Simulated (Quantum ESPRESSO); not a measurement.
Crystal: Bi.

```
Bi
1.0
    -1.98143    1.98143    1.98143
     1.98143   -1.98143    1.98143
     1.98143    1.98143   -1.98143
Bi
1
Direct
  0.00000 0.00000 0.00000
```

This isn't the form of Bi at room conditions, which is rhombohedral.

* Program: Quantum ESPRESSO 7.5
* Task: Wannier functions
* Functional: PBEsol
* Potentials or basis: PseudoDojo 0.4.1 SR PBEsol standard
* Cutoff: 898 eV
* Density cutoff: 3592 eV
* k mesh: 7 × 7 × 7
* Occupations: fermi-dirac, width 0.05 eV
* Spin: no spin polarisation
* Mixing beta: 0.5
* Most SCF iterations: 120
* SCF threshold: 2e-10 Ry
* k mesh for the Wannier functions: 5 × 5 × 5
* Projections: Bi sp

Start: atomic projections with disentanglement, frozen window up to 2.0 eV over the reference level; the lowest 5 bands are left out. The reference level is the Fermi level, or the middle of the gap.

Question: With atomic projections with disentanglement, how many functions result, how localised are they, and how well do they interpolate the bands?

Answer: 4 functions with spreads from 1.41 to 2.60 Å², 9.2 Å² in all; they miss the direct bands by 192 meV (root mean square).

Wannier functions:
```csv
function,nearest atom,distance (Å),spread (Å²),on-site energy from the reference level (eV)
1,1 Bi,0.00,1.41,-10.40
2,1 Bi,0.00,2.60,-0.12
3,1 Bi,0.00,2.60,-0.12
4,1 Bi,0.00,2.60,-0.12
```

Parts of the spread (Å²): invariant 6.32, diagonal 0.000, off-diagonal 2.89, total 9.22. Against the direct bands the interpolation misses by 192 meV (root mean square) and 698 meV at most, for states up to 1 eV over the reference level.

Caveat: the k mesh is coarse; spin-orbit coupling is left out, which moves the levels of the heavy elements.
